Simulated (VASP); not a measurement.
# MnS (Fm-3m) in VASP: notebook, part 2 of 2

VASP 6.6.1. The steps go on from the part before.

## Step 3: Single point, PBE+U, collinear spin, twin_end start

File INCAR:

```
SYSTEM = MnS
PREC     = Accurate       ! precision mode
ENCUT    = 520            ! plane-wave cutoff, eV
EDIFF    = 1E-6           ! SCF threshold, eV
ISMEAR   = 0              ! smearing method
SIGMA    = 0.05           ! smearing width, eV
LREAL    = .FALSE.        ! projectors in reciprocal space
LASPH    = .TRUE.         ! aspherical terms in the spheres
NELM     = 150            ! most SCF steps
ALGO     = Normal         ! electronic algorithm
ISIF     = 2              ! what is computed and relaxed
LWAVE    = .FALSE.        ! write WAVECAR
LCHARG   = .FALSE.        ! write CHGCAR
ISPIN    = 2              ! spin polarisation
MAGMOM   = 5.01 0.08      ! initial moments
LORBIT   = 11             ! projections on sites
LMAXMIX  = 4              ! l up to which the mixer works
LDAU     = .TRUE.         ! DFT+U
LDAUTYPE = 2            
LDAUL    = 2 -1           ! shell
LDAUU    = 6 0            ! U, eV
LDAUJ    = 0 0          
LDAUPRINT= 1            
GGA      = PE             ! functional
NBANDS   = 20             ! bands
```

File KPOINTS:

```
Automatic mesh
0
G
  6 6 6
  0 0 0
```

File POSCAR:

```
MnS
1.0
    0.0000000000      2.6122498900      2.6122498900
    2.6122498900      0.0000000000      2.6122498900
    2.6122498900      2.6122498900      0.0000000000
Mn S
1 1
Direct
    0.0000000000      0.0000000000      0.0000000000
    0.5000000000      0.5000000000      0.5000000000
```

Potentials or basis: VASP PAW PBE potentials, release 64 (Mn_pv, S).

Started as:

```
$ cat potpaw_PBE.64/Mn_pv/POTCAR potpaw_PBE.64/S/POTCAR > POTCAR
$ mpirun -np 1 vasp_std > vasp.out
```

OUTCAR:

```text
SYSTEM = MnS
   PREC = Accurate
   ENCUT = 520
   EDIFF = 1E-6
   ISMEAR = 0
   LREAL = .FALSE.
   LASPH = .TRUE.
   NELM = 150
   ISIF = 2
   ISPIN = 2
   LORBIT = 11
   GGA = PE

 ion  position               nearest neighbor table
   1  0.000  0.000  0.000-   2 2.61   2 2.61   2 2.61   2 2.61   2 2.61   2 2.61
   2  0.500  0.500  0.500-   1 2.61   1 2.61   1 2.61   1 2.61   1 2.61   1 2.61

  LATTYP: Found a face centered cubic cell.
 ALAT       =     5.2244997800

  Lattice vectors:

 A1 = (   0.0000000000,   2.6122498900,   2.6122498900)
 A2 = (   2.6122498900,   0.0000000000,   2.6122498900)
 A3 = (   2.6122498900,   2.6122498900,   0.0000000000)

Analysis of symmetry for initial positions (statically):
=====================================================================
 Subroutine PRICEL returns:
 Original cell was already a primitive cell.

 Routine SETGRP: Setting up the symmetry group for a
 face centered cubic supercell.

 Subroutine GETGRP returns: Found 48 space group operations
 (whereof 48 operations were pure point group operations)
 out of a pool of 48 trial point group operations.

The static configuration has the point symmetry O_h .

Analysis of symmetry for dynamics (positions and initial velocities):
=====================================================================
 Subroutine PRICEL returns:
 Original cell was already a primitive cell.

 Routine SETGRP: Setting up the symmetry group for a
 face centered cubic supercell.

 Subroutine GETGRP returns: Found 48 space group operations
 (whereof 48 operations were pure point group operations)
 out of a pool of 48 trial point group operations.

The dynamic configuration has the point symmetry O_h .

Analysis of structural, dynamic, and magnetic symmetry:
=====================================================================
 Subroutine PRICEL returns:
 Original cell was already a primitive cell.

 Routine SETGRP: Setting up the symmetry group for a
 face centered cubic supercell.

 Subroutine GETGRP returns: Found 48 space group operations
 (whereof 48 operations were pure point group operations)
 out of a pool of 48 trial point group operations.

The overall configuration has the point symmetry O_h .

 Subroutine INISYM returns: Found 48 space group operations
 (whereof 48 operations are pure point group operations),
 and found     1 'primitive' translations

----------------------------------------------------------------------------------------

                                     Primitive cell

  volume of cell :      35.6512

  direct lattice vectors                    reciprocal lattice vectors
     0.000000000  2.612249890  2.612249890    -0.191405884  0.191405884  0.191405884
     2.612249890  0.000000000  2.612249890     0.191405884 -0.191405884  0.191405884
     2.612249890  2.612249890  0.000000000     0.191405884  0.191405884 -0.191405884

  length of vectors
     3.694279223  3.694279223  3.694279223     0.331524716  0.331524716  0.331524716
[... 119 lines left out ...]

  0.9406  0.0000 -0.0000 -0.0000 -0.0000
  0.0000  0.9406  0.0000  0.0000 -0.0000
 -0.0000  0.0000  0.9625 -0.0000 -0.0000
 -0.0000  0.0000 -0.0000  0.9406  0.0000
 -0.0000 -0.0000 -0.0000  0.0000  0.9625

spin component  2

  0.0118  0.0000  0.0000 -0.0000  0.0000
  0.0000  0.0118 -0.0000 -0.0000 -0.0000
  0.0000 -0.0000  0.0614  0.0000 -0.0000
 -0.0000 -0.0000  0.0000  0.0118 -0.0000
  0.0000 -0.0000 -0.0000 -0.0000  0.0614

 occupancies and eigenvectors

  o =  0.0118  v =  0.0000  0.0000  0.0000  0.0000  0.0000 -0.0015  1.0000  0.0000  0.0006  0.0000      0.0000  0.0000  0.0000  0.0000  0.0000  0.0000  0.0000  0.0000  0.0000  0.0000
  o =  0.0118  v =  0.0000  0.0000  0.0000  0.0000  0.0000  0.0000 -0.0006 -0.0000  1.0000 -0.0000      0.0000  0.0000  0.0000  0.0000  0.0000  0.0000  0.0000  0.0000  0.0000  0.0000
  o =  0.0118  v =  0.0000  0.0000  0.0000  0.0000  0.0000  1.0000  0.0015 -0.0000 -0.0000 -0.0000      0.0000  0.0000  0.0000  0.0000  0.0000  0.0000  0.0000  0.0000  0.0000  0.0000
  o =  0.0614  v =  0.0000  0.0000  0.0000  0.0000  0.0000 -0.0000  0.0000 -1.0000 -0.0000 -0.0099      0.0000  0.0000  0.0000  0.0000  0.0000  0.0000  0.0000  0.0000  0.0000  0.0000
  o =  0.0614  v =  0.0000  0.0000  0.0000  0.0000  0.0000  0.0000 -0.0000 -0.0099  0.0000  1.0000      0.0000  0.0000  0.0000  0.0000  0.0000  0.0000  0.0000  0.0000  0.0000  0.0000
  o =  0.9406  v =  1.0000  0.0000  0.0000  0.0000  0.0000  0.0000  0.0000  0.0000  0.0000  0.0000      0.0000  0.0000  0.0000  0.0000  0.0000  0.0000  0.0000  0.0000  0.0000  0.0000
  o =  0.9406  v =  0.0000  0.0061  0.0000  1.0000 -0.0000  0.0000  0.0000  0.0000  0.0000  0.0000      0.0000  0.0000  0.0000  0.0000  0.0000  0.0000  0.0000  0.0000  0.0000  0.0000
  o =  0.9406  v =  0.0000 -1.0000  0.0000  0.0061 -0.0000  0.0000  0.0000  0.0000  0.0000  0.0000      0.0000  0.0000  0.0000  0.0000  0.0000  0.0000  0.0000  0.0000  0.0000  0.0000
  o =  0.9625  v =  0.0000 -0.0000  0.0324  0.0000  0.9995  0.0000  0.0000  0.0000  0.0000  0.0000      0.0000  0.0000  0.0000  0.0000  0.0000  0.0000  0.0000  0.0000  0.0000  0.0000
  o =  0.9625  v =  0.0000 -0.0000 -0.9995  0.0000  0.0324  0.0000  0.0000  0.0000  0.0000  0.0000      0.0000  0.0000  0.0000  0.0000  0.0000  0.0000  0.0000  0.0000  0.0000  0.0000

 number of electron      18.9999987 magnetization       5.0000003

 Free energy of the ion-electron system (eV)
  ---------------------------------------------------
  ext. energy  EPLUGINS =         0.00000000
  ---------------------------------------------------
  free energy    TOTEN  =       -12.53079177 eV

  energy without entropy =      -12.53079177  energy(sigma->0) =      -12.53079177

 E-fermi :   6.4177     XC(G=0): -10.5467

 val. band max:        6.0948985644   @ k =   0.5000   0.0000   0.0000
 cond. band min:       7.3597501093   @ k =   0.5000   0.5000   0.0000
 fundamental gap:      1.2648515449
 Fermi energy:         6.4177224110

 spin component 1

 k-point     1 :       0.0000    0.0000    0.0000
  band No.  band energies     occupation
      1     -44.3923      1.00000
      2     -44.3923      1.00000
      3     -44.3923      1.00000
      4      -7.7176      1.00000
      5       0.5181      1.00000
      6       0.5181      1.00000
[... 344 lines left out ...]
      6       0.2624      1.00000
[... 12 lines left out ...]
     19      20.8954      0.00000
     20      22.0402      0.00000
 Fermi energy:         6.4177224110

 spin component 2

 k-point     1 :       0.0000    0.0000    0.0000
  band No.  band energies     occupation
      1     -39.4293      1.00000
      2     -39.4293      1.00000
      3     -39.4293      1.00000
      4      -7.4821      1.00000
      5       5.1073      1.00000
      6       5.1073      1.00000
[... 357 lines left out ...]
     19      21.2152      0.00000
     20      23.5525      0.00000

------------------------ aborting loop because EDIFF is reached ----------------------------------------

  FORCE on cell =-STRESS in cart. coord.  units (eV):
  Direction    XX          YY          ZZ          XY          YZ          ZX
  --------------------------------------------------------------------------------------
  -------------------------------------------------------------------------------------
  Total        1.0800582      1.0800582      1.0800582      0.0000000      0.0000000     -0.0000000
  in kB       48.5381915     48.5381915     48.5381915      0.0000000      0.0000000     -0.0000000
  external PRESSURE =      48.5381915 kB  Pullay stress =       0.0000000 kB

 VOLUME and BASIS-vectors are now :
 -----------------------------------------------------------------------------
  energy-cutoff  :      520.00
  volume of cell :       35.65
      direct lattice vectors                 reciprocal lattice vectors
     0.000000000  2.612249890  2.612249890    -0.191405884  0.191405884  0.191405884
     2.612249890  0.000000000  2.612249890     0.191405884 -0.191405884  0.191405884
     2.612249890  2.612249890  0.000000000     0.191405884  0.191405884 -0.191405884

 POSITION                                       TOTAL-FORCE (eV/Angst)
 -----------------------------------------------------------------------------------
      0.00000      0.00000      0.00000        -0.000000     -0.000000     -0.000000
      2.61225      2.61225      2.61225         0.000000      0.000000      0.000000
 -----------------------------------------------------------------------------------
    total drift:                               -0.000000      0.000000      0.000000

  FREE ENERGIE OF THE ION-ELECTRON SYSTEM (eV)
  ---------------------------------------------------
  free  energy   TOTEN  =       -12.5307917704 eV

  energy  without entropy=      -12.5307917704  energy(sigma->0) =      -12.53079177

 total charge

# of ion       s       p       d       tot
------------------------------------------
    1        0.218   6.170   4.888  11.275
    2        1.320   2.476   0.000   3.795
--------------------------------------------------
tot          1.537   8.645   4.888  15.070

 magnetization (x)

# of ion       s       p       d       tot
------------------------------------------
    1        0.047   0.037   4.579   4.662
    2        0.017   0.039   0.000   0.056
--------------------------------------------------
tot          0.064   0.075   4.579   4.717
```

Wall time 15 s (1 thread of AMD EPYC 9R45 (Zen 5), shared host); peak memory 0.14 GiB.

Results:

| Quantity | Value |
| --- | --- |
| Free energy | -12.5308 eV |
| Pressure | 4.9 GPa |
| Band gap on the k mesh | 1.26 eV, indirect (least direct gap 3.20 eV) |
| Net moment | 5.00 μB per cell |
| Site moments | Mn +4.66; S +0.06 μB |
| Valence electrons inside the program's atomic spheres | Mn 11.28; S 3.79 |

Eigenvalues of the final occupation matrices:
| site | spin | trace | eigenvalues |
| --- | --- | --- | --- |
| site 1 d | 1 | 4.75 | 0.94 0.94 0.94 0.96 0.96 |
| site 1 d | 2 | 0.16 | 0.01 0.01 0.01 0.06 0.06 |

Caveat: a cell with one magnetic atom can't hold antiferromagnetic order, which such compounds often take.
